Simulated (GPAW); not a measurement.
## free-standing square Re monolayer, spacing 3.288 A: cost and accuracy of all numerical settings together

Wanted: the cheapest choice of all numerical settings together that holds the magnetic results of free-standing square Re monolayer, spacing 3.288 A.

Method: PBE; plane waves with GPAW's PAW setups, scalar-relativistic, in GPAW 26.7.0.

**1. The structure**

The cell holds 1 atom: 1 Re. Its edges and angles: a = 3.288 Å, b = 3.288 Å, c = 14.000 Å, α = 90.0°, β = 90.0°, γ = 90.0°. model lattice. Vacuum lies along c.

Structure file:

```cif
data_structure
_symmetry_space_group_name_H-M 'P 1'
_symmetry_Int_Tables_number 1
_cell_length_a 3.2880
_cell_length_b 3.2880
_cell_length_c 14.0000
_cell_angle_alpha 90.000
_cell_angle_beta 90.000
_cell_angle_gamma 90.000
_cell_volume 151.35
loop_
_atom_site_label
_atom_site_type_symbol
_atom_site_fract_x
_atom_site_fract_y
_atom_site_fract_z
_atom_site_occupancy
Re1 Re 0.00000 0.00000 0.50000 1
```

**2. Rung 1 (280 eV, mesh 4×4×1), start ferro +**

Several settings change at once from rung to rung, from a quick look to a careful run; the headings and inputs name them.

Input file order1.py:

```python
import json
import numpy as np
from ase import Atoms
from ase.parallel import paropen, parprint
from gpaw import GPAW

atoms = Atoms(['Re'],
    cell=[[3.288, 0.0, 0.0],
         [0.0, 3.288, 0.0],
         [0.0, 0.0, 14.0]],
    scaled_positions=[[0.0, 0.0, 0.5]],
    pbc=True,
    magmoms=[1.0])
atoms.calc = GPAW(mode={'name': 'pw', 'ecut': 280},
    xc='PBE',
    kpts={'size': (4, 4, 1), 'gamma': True},
    occupations={'name': 'fermi-dirac', 'width': 0.2},
    convergence={'density': 1e-05, 'energy': 1e-05},
    maxiter=200,
    symmetry={'tolerance': 1e-4},
    txt='order1.txt')
e = atoms.get_potential_energy(force_consistent=True)
res = {'free_energy': e, 'energy_sigma0': atoms.get_potential_energy(), 'fermi_energy': atoms.calc.get_fermi_level()}
res['moments'] = atoms.get_magnetic_moments().tolist()
res['total'] = atoms.get_magnetic_moment()
parprint('site moments (muB):', np.round(res['moments'], 3))
parprint(f"total moment: {res['total']:.3f} muB")
parprint(f'free energy: {e:.6f} eV')
atoms.calc.write('order1.gpw')
with paropen('results.json', 'w') as f:
    json.dump(res, f)
```

The run is started by

```bash
> OMP_NUM_THREADS=1 python3 order1.py > order1.log
```

Numbers of over 12 decimals in the logs are rounded to 6 here.

The program printed:

```text
site moments (muB): [2.952]
total moment: 3.770 muB
free energy: -5.424789 eV

--- order1.txt ---
Input parameters:
  mode=PW(ecut=280),
  convergence={'density': 1e-05, 'energy': 1e-05},
  kpts=MonkhorstPack(size=(4, 4, 1), gamma=True),
  maxiter=200,
  occupations=Occupations(name='fermi-dirac', width=0.2),
  symmetry=Symmetry(tolerance=0.0001),
  xc=XC(name='PBE')

Diagonalizing LCAO Hamiltonian
Converting LCAO to pw mode
   .-------.
  /|       |
 * |       |
 | |       |
 | |       |
 | |       |
 | |       |
 | |       |
 | |       |
 | |       |
 Re|       |
 | |       |
 | |       |
 | |       |
 | |       |
 | |       |
 | |       |
 | .-------.
 |/       /
 *-------*

Atoms  # Å, Bohr magnetons
|   | symbol |        x |        y |        z |    initial magnetic moments |
|---|--------|----------|----------|----------|-----------------------------|
| 0 |     Re | 0.000000 | 0.000000 | 7.000000 | ( 0.0000,  0.0000,  1.0000) |

Unit cell  # Å
| periodic |        x |        y |         z |   lengths |    angles |
|----------|----------|----------|-----------|-----------|-----------|
|      yes | 3.288000 | 0.000000 |  0.000000 |  3.288000 | 90.000000 |
|      yes | 0.000000 | 3.288000 |  0.000000 |  3.288000 | 90.000000 |
|      yes | 0.000000 | 0.000000 | 14.000000 | 14.000000 | 90.000000 |

Number of symmetries: 16

BZ-sampling:
  Number of BZ points: 16
  Number of IBZ points: 6

  Monkhorst-Pack size: [4, 4, 1]
  Monkhorst-Pack shift: [0.125, 0.125, 0.0]

Plane wave coefficients: 1645
Cutoff: 280.0 eV

Spin-components: 2 (collinear spins)
Bands:           12
Projectors:      6
Spin-degeneracy: 1
Datatype:        complex128

Parallelization:
  kpt:    1
  domain: 1
  band:   1

Density:
  Valence electrons: 13.0
  Components: 2
  Grid points: [14 14 56]
  Charge: 0.0  # |e|

Potential:
  Grid points: [14 14 56]

[... setups left out ...]
Reference energy: -453687.555516  # eV

eigensolver:
  PPCG
  Converge bands: occupied
  niter=2

density mixing:
  MSR1-Mixer
  Pratt-step length: 0.05
  Maximum mixing coefficient: 0.75
  Old densities: 10
  SVD Regularization: 0.005
  Good broyden scale: 1.0
  Trust region scale: 1.0
  Backstep threshold: 4.0
  History deletion threshold: 6.0
  Fourier metric: weight=20.0, sigma=0.015

occupation numbers:
  Fermi-Dirac:
    width: 0.2000  # eV

poisson solver:
  ecut: 2240.0  # eV

xc functional:
  name: PBE with 2 nearest neighbor stencil

convergence criteria:
- Maximum integral of absolute [dens]ity change: 1e-05 electrons / valence electron
- Maximum [total energy] change in last 3 cyles: 1e-05 eV / valence electron
- Maximum integral of absolute [eigenst]ate change: 4e-08 eV^2 / valence electron
maximum number of iterations: 200

SCF iterations
|iter     |      energy | eigst |  dens |  magmom |
|---------|-------------|-------|-------|---------|
|iter:   1|       0s |   -4.593176 | -0.80 |       |  +1.0011|
|iter:   2|       0s |   -4.594382 | -2.34 | -1.07 |  +1.0214|
|iter:   3|       1s |   -4.945740 | -1.21 | -1.08 |  +1.6776|
|iter:   4|       1s |   -4.937199 | -1.29 | -1.02 |  +1.8950|
|iter:   5|       1s |   -5.077898 | -2.03 | -1.21 |  +2.4106|
|iter:   6|       1s |   -5.203459 | -2.20 | -1.28 |  +3.0359|
|iter:   7|       2s |   -5.233150 | -2.29 | -1.42 |  +3.1718|
|iter:   8|       2s |   -5.302261 | -2.27 | -1.54 |  +3.8819|
|iter:   9|       2s |   -5.300078 | -3.48 | -2.00 |  +3.7624|
|iter:  10|       2s |   -5.299493 | -4.26 | -2.72 |  +3.7599|
|iter:  11|       3s |   -5.299442 | -4.91 | -3.09 |  +3.7606|
|iter:  12|       3s |   -5.299594 | -5.47 | -3.24 |  +3.7663|
|iter:  13|       3s |   -5.299690 | -6.20 | -3.64 |  +3.7687|
|iter:  14|       3s |   -5.299709c| -6.89 | -4.07 |  +3.7691|
|iter:  15|       4s |   -5.299746c| -7.37 | -4.26 |  +3.7701|
|iter:  16|       4s |   -5.299743c| -7.73c| -5.23c|  +3.7699|

Converged in 16 steps
Energy contributions relative to reference atoms: (reference = -453687.555516)

Energy contributions:
  Kinetic:          -7.329680
  Coulomb:           6.942969
  Zero:             -0.049604
  External:          0.000000
  Xc:               -4.738380
  Entropy:          -0.250094
  Spinorbit:         0.000000
  ----------------------------
  Free energy:      -5.424789
  Extrapolated:     -5.299743

dipole moment: (-11.137100, -11.137100, -0.000001)  # |e|*Ang

Total magnetic moment: (0.000000, 0.000000, 3.769942)

Local magnetic moments
|        x |        y |        z |
|----------|----------|----------|
| 0.000000 | 0.000000 | 2.951697 |  # Re   0

Fermi level: -2.291
Eigenvalues  # (at kpt = [0.000, 0.000, 0.000])
| band index |      eig [eV] | occ [0-1] |      eig [eV] | occ [0-1] |
|------------|---------------|-----------|---------------|-----------|
|          0 |       -45.212 |     1.000 |       -42.972 |     1.000 |
|          1 |       -44.668 |     1.000 |       -42.954 |     1.000 |
|          2 |       -44.668 |     1.000 |       -42.954 |     1.000 |
|          3 |        -6.985 |     1.000 |        -5.931 |     1.000 |
|          4 |        -4.731 |     1.000 |        -3.368 |     0.995 |
|          5 |        -4.370 |     1.000 |        -1.773 |     0.070 |
|          6 |        -3.046 |     0.978 |        -0.455 |     0.000 |
|          7 |        -3.046 |     0.978 |        -0.357 |     0.000 |
|          8 |        -2.052 |     0.232 |        -0.357 |     0.000 |
|          9 |        -1.539 |     0.023 |         0.189 |     0.000 |
|         10 |         1.490 |     0.000 |         1.769 |     0.000 |
|         11 |         2.608 |     0.000 |         2.941 |     0.000 |

No gap
No difference between direct/indirect transitions
```

Wall time 5.9 s (1 MPI rank of AMD EPYC 9R14 (Zen 4), shared host); peak memory 0.15 GiB.

Read from the output:

* magnetization: 3.770 μB
* final state: ferromagnetic
* largest moment: 2.952 μB

After 16 cycles the largest moment stands at 2.95 μB.

**3. Rung 1 (280 eV, mesh 4×2×1), start antiferro q=(0,1/2,0) +-**

The second start gives the energy difference between the two end states, the quantity that is followed up the ladder. Its q is in fractions of the reciprocal vectors of the first run's cell.

order2.py is the script of step 2 with these lines changed:

```diff
@@ -6,12 +6,13 @@
 
-atoms = Atoms(['Re'],
+atoms = Atoms(['Re', 'Re'],
     cell=[[3.288, 0.0, 0.0],
-         [0.0, 3.288, 0.0],
+         [0.0, 6.576, 0.0],
          [0.0, 0.0, 14.0]],
-    scaled_positions=[[0.0, 0.0, 0.5]],
+    scaled_positions=[[0.0, 0.0, 0.5],
+         [0.0, 0.5, 0.5]],
     pbc=True,
-    magmoms=[1.0])
+    magmoms=[1.0, -1.0])
 atoms.calc = GPAW(mode={'name': 'pw', 'ecut': 280},
     xc='PBE',
-    kpts={'size': (4, 4, 1), 'gamma': True},
+    kpts={'size': (4, 2, 1), 'gamma': True},
     occupations={'name': 'fermi-dirac', 'width': 0.2},
@@ -20,3 +21,3 @@
     symmetry={'tolerance': 1e-4},
-    txt='order1.txt')
+    txt='order2.txt')
 e = atoms.get_potential_energy(force_consistent=True)
@@ -28,3 +29,3 @@
 parprint(f'free energy: {e:.6f} eV')
-atoms.calc.write('order1.gpw')
+atoms.calc.write('order2.gpw')
 with paropen('results.json', 'w') as f:
```

The run is started by

```bash
> OMP_NUM_THREADS=1 python3 order2.py > order2.log
```

The program printed:

```text
site moments (muB): [ 3.056 -3.056]
total moment: -0.000 muB
free energy: -11.200767 eV

--- order2.txt ---
Input parameters:
  mode=PW(ecut=280),
  convergence={'density': 1e-05, 'energy': 1e-05},
  kpts=MonkhorstPack(size=(4, 2, 1), gamma=True),
  maxiter=200,
  occupations=Occupations(name='fermi-dirac', width=0.2),
  symmetry=Symmetry(tolerance=0.0001),
  xc=XC(name='PBE')

Diagonalizing LCAO Hamiltonian
Converting LCAO to pw mode
     .-------.
    /|       |
   / |       |
  /  |       |
 *   |       |
 |   |       |
 |   |       |
 |   |       |
 |   |       |
 |   |       |
 | Re|       |
 |   |       |
 Re  |       |
 |   |       |
 |   |       |
 |   |       |
 |   |       |
 |   .-------.
 |  /       /
 | /       /
 |/       /
 *-------*

Atoms  # Å, Bohr magnetons
|   | symbol |        x |        y |        z |    initial magnetic moments |
|---|--------|----------|----------|----------|-----------------------------|
| 0 |     Re | 0.000000 | 0.000000 | 7.000000 | ( 0.0000,  0.0000,  1.0000) |
| 1 |     Re | 0.000000 | 3.288000 | 7.000000 | ( 0.0000,  0.0000, -1.0000) |

Number of symmetries: 8

BZ-sampling:
  Number of BZ points: 8
  Number of IBZ points: 6

  Monkhorst-Pack size: [4, 2, 1]
  Monkhorst-Pack shift: [0.125, 0.25, 0.0]

Plane wave coefficients: 3290
Cutoff: 280.0 eV

Spin-components: 2 (collinear spins)
Bands:           20
Projectors:      12
Spin-degeneracy: 1
Datatype:        complex128

Parallelization:
  kpt:    1
  domain: 1
  band:   1

Density:
  Valence electrons: 26.0
  Components: 2
  Grid points: [14 27 56]
  Charge: 0.0  # |e|

Potential:
  Grid points: [14 27 56]

[...]
|iter:  18|      12s |  -11.006810 | -6.19 | -3.50 |  +0.0006|
|iter:  19|      13s |  -11.006813c| -6.89 | -4.22 |  -0.0000|
|iter:  20|      14s |  -11.006829c| -7.42c| -4.49 |  -0.0001|
|iter:  21|      14s |  -11.006826c| -7.68c| -5.05c|  -0.0001|

Converged in 21 steps
Energy contributions relative to reference atoms: (reference = -907375.111031)

Energy contributions:
  Kinetic:         -16.004364
  Coulomb:          14.745612
  Zero:             -0.098573
  External:          0.000000
  Xc:               -9.455560
  Entropy:          -0.387882
  Spinorbit:         0.000000
  ----------------------------
  Free energy:     -11.200767
  Extrapolated:    -11.006826

dipole moment: (-22.306245, -22.306239, -0.000003)  # |e|*Ang

Total magnetic moment: (0.000000, 0.000000, -0.000067)

Local magnetic moments
|        x |        y |         z |
|----------|----------|-----------|
| 0.000000 | 0.000000 |  3.056379 |  # Re   0
| 0.000000 | 0.000000 | -3.056409 |  # Re   1

Fermi level: -2.260
Eigenvalues  # (at kpt = [0.000, 0.000, 0.000])
| band index |      eig [eV] | occ [0-1] |      eig [eV] | occ [0-1] |
|------------|---------------|-----------|---------------|-----------|
|          0 |       -45.342 |     1.000 |       -45.342 |     1.000 |
|        ... |               |           |               |           |
|          5 |       -42.992 |     1.000 |       -42.992 |     1.000 |
|          6 |        -6.610 |     1.000 |        -6.610 |     1.000 |
|          7 |        -4.795 |     1.000 |        -4.795 |     1.000 |
|          8 |        -4.288 |     1.000 |        -4.288 |     1.000 |
[...]
|         16 |        -1.131 |     0.004 |        -1.131 |     0.004 |
|         17 |        -0.346 |     0.000 |        -0.346 |     0.000 |
|         18 |        -0.176 |     0.000 |        -0.176 |     0.000 |
|         19 |         0.743 |     0.000 |         0.743 |     0.000 |

No gap
No difference between direct/indirect transitions
```

Run time: 17 s. Hardware: 1 MPI rank; peak memory 0.19 GiB.

This step gave:

* magnetization: 0 μB
* final state: antiferromagnetic
* largest moment: 3.056 μB

This start lies -175.6 meV a seeded atom from the first; its largest moment is 3.06 μB.

**4. Rung 2 (380 eV, mesh 6×6×1), start ferro +**

order1.py is the script of step 2 with these lines changed:

```diff
@@ -13,6 +13,6 @@
     magmoms=[1.0])
-atoms.calc = GPAW(mode={'name': 'pw', 'ecut': 280},
+atoms.calc = GPAW(mode={'name': 'pw', 'ecut': 380},
     xc='PBE',
-    kpts={'size': (4, 4, 1), 'gamma': True},
-    occupations={'name': 'fermi-dirac', 'width': 0.2},
+    kpts={'size': (6, 6, 1), 'gamma': True},
+    occupations={'name': 'fermi-dirac', 'width': 0.15},
     convergence={'density': 1e-05, 'energy': 1e-05},
```

The run is started by

```bash
> OMP_NUM_THREADS=1 python3 order1.py > order1.log
```

The program printed:

```text
site moments (muB): [3.241]
total moment: 4.199 muB
free energy: -5.459596 eV

--- order1.txt ---
Input parameters:
  mode=PW(ecut=380),
  convergence={'density': 1e-05, 'energy': 1e-05},
  kpts=MonkhorstPack(size=(6, 6, 1), gamma=True),
  maxiter=200,
  occupations=Occupations(name='fermi-dirac', width=0.15),
  symmetry=Symmetry(tolerance=0.0001),
  xc=XC(name='PBE')

Diagonalizing LCAO Hamiltonian
[...]
|          3 |        -7.049 |     1.000 |        -5.751 |     1.000 |
|          4 |        -4.819 |     1.000 |        -3.141 |     0.998 |
[...]
|          8 |        -2.107 |     0.367 |        -0.228 |     0.000 |
|          9 |        -1.573 |     0.016 |         0.381 |     0.000 |
|         10 |         1.482 |     0.000 |         1.794 |     0.000 |
|         11 |         2.587 |     0.000 |         2.985 |     0.000 |

No gap
No difference between direct/indirect transitions


[key lines of the parts left out:]
Free energy:      -5.459596
Converged in 18 steps
dipole moment: (-11.137172, -11.137172, -0.000001)  # |e|*Ang
Fermi level: -2.189
```

Wall time 9.4 s (1 MPI rank); peak memory 0.17 GiB.

Numbers from this step:

| Quantity | Value |
| --- | --- |
| magnetization | 4.199 μB |
| final state | ferromagnetic |
| largest moment | 3.241 μB |

The largest moment moves by +0.29 μB from rung 1, at 1.6 times its CPU time.

**5. Rung 2 (380 eV, mesh 6×3×1), start antiferro q=(0,1/2,0) +-**

order2.py is the script of step 3 with these lines changed:

```diff
@@ -14,6 +14,6 @@
     magmoms=[1.0, -1.0])
-atoms.calc = GPAW(mode={'name': 'pw', 'ecut': 280},
+atoms.calc = GPAW(mode={'name': 'pw', 'ecut': 380},
     xc='PBE',
-    kpts={'size': (4, 2, 1), 'gamma': True},
-    occupations={'name': 'fermi-dirac', 'width': 0.2},
+    kpts={'size': (6, 3, 1), 'gamma': True},
+    occupations={'name': 'fermi-dirac', 'width': 0.15},
     convergence={'density': 1e-05, 'energy': 1e-05},
```

The run is started by

```bash
> OMP_NUM_THREADS=1 python3 order2.py > order2.log
```

The program printed:

```text
site moments (muB): [ 3.149 -3.149]
total moment: -0.000 muB
free energy: -11.234028 eV

--- order2.txt ---
Input parameters:
  mode=PW(ecut=380),
  convergence={'density': 1e-05, 'energy': 1e-05},
  kpts=MonkhorstPack(size=(6, 3, 1), gamma=True),
  maxiter=200,
  occupations=Occupations(name='fermi-dirac', width=0.15),
  symmetry=Symmetry(tolerance=0.0001),
  xc=XC(name='PBE')

Diagonalizing LCAO Hamiltonian
[...]
|          7 |        -4.943 |     1.000 |        -4.943 |     1.000 |
|          8 |        -4.344 |     1.000 |        -4.344 |     1.000 |
[...]
|         16 |        -1.171 |     0.002 |        -1.171 |     0.002 |
|         17 |        -0.404 |     0.000 |        -0.404 |     0.000 |
|         18 |        -0.254 |     0.000 |        -0.254 |     0.000 |
|         19 |         0.667 |     0.000 |         0.667 |     0.000 |

No gap
No difference between direct/indirect transitions


[key lines of the parts left out:]
Free energy:     -11.234028
Converged in 17 steps
dipole moment: (-22.277243, -22.277246, -0.000003)  # |e|*Ang
Fermi level: -2.131
```

Run time: 22 s. Hardware: 1 MPI rank; peak memory 0.23 GiB.

This step gave:

```
magnetization  : 0 μB
final state    : antiferromagnetic
largest moment : 3.149 μB
```

This start lies -157.4 meV a seeded atom from the first, a change of +18.2 meV since rung 1; its largest moment is 3.15 μB.

**6. Rung 3 (500 eV, mesh 8×8×1), start ferro +**

order1.py is the script of step 4 with these lines changed:

```diff
@@ -13,6 +13,6 @@
     magmoms=[1.0])
-atoms.calc = GPAW(mode={'name': 'pw', 'ecut': 380},
+atoms.calc = GPAW(mode={'name': 'pw', 'ecut': 500},
     xc='PBE',
-    kpts={'size': (6, 6, 1), 'gamma': True},
-    occupations={'name': 'fermi-dirac', 'width': 0.15},
+    kpts={'size': (8, 8, 1), 'gamma': True},
+    occupations={'name': 'fermi-dirac', 'width': 0.1},
     convergence={'density': 1e-05, 'energy': 1e-05},
```

The run is started by

```bash
> OMP_NUM_THREADS=1 python3 order1.py > order1.log
```

The program printed:

```text
site moments (muB): [3.094]
total moment: 3.981 muB
free energy: -5.426419 eV

--- order1.txt ---
Input parameters:
  mode=PW(ecut=500),
  convergence={'density': 1e-05, 'energy': 1e-05},
  kpts=MonkhorstPack(size=(8, 8, 1), gamma=True),
  maxiter=200,
  occupations=Occupations(name='fermi-dirac', width=0.1),
  symmetry=Symmetry(tolerance=0.0001),
  xc=XC(name='PBE')

Diagonalizing LCAO Hamiltonian
[...]
|          3 |        -7.000 |     1.000 |        -5.840 |     1.000 |
|          4 |        -4.714 |     1.000 |        -3.302 |     1.000 |
[...]
|          8 |        -2.086 |     0.338 |        -0.280 |     0.000 |
|          9 |        -1.566 |     0.003 |         0.339 |     0.000 |
|         10 |         1.484 |     0.000 |         1.802 |     0.000 |
|         11 |         2.586 |     0.000 |         2.983 |     0.000 |

No gap
No difference between direct/indirect transitions


[key lines of the parts left out:]
Free energy:      -5.426419
Converged in 17 steps
dipole moment: (-11.137282, -11.137282, -0.000001)  # |e|*Ang
Fermi level: -2.153
```

Wall time 22 s (1 MPI rank); peak memory 0.22 GiB.

This step gave:

- magnetization: 3.981 μB
- final state: ferromagnetic
- largest moment: 3.094 μB

The largest moment moves by -0.15 μB from rung 2, at 2.4 times its CPU time.

(Continued in part 2 of 2.)

[Logs and program files are shortened in this print: banners, set-up blocks, solver, clock and traceback lines can be left out without a mark of their own.]

[Logs are printed without paths, hosts, clocks, repeated set-up lines and the standing remarks that a program may print on its own settings, such as how far it seeks lower states.]

[Hosts, paths, dates, database ids (printed as entryN), source tags and the programs' standing remarks are cut or masked in the printed files.]

[Where a cell is said to come from a database of computed structures, the database is the Materials Project.]
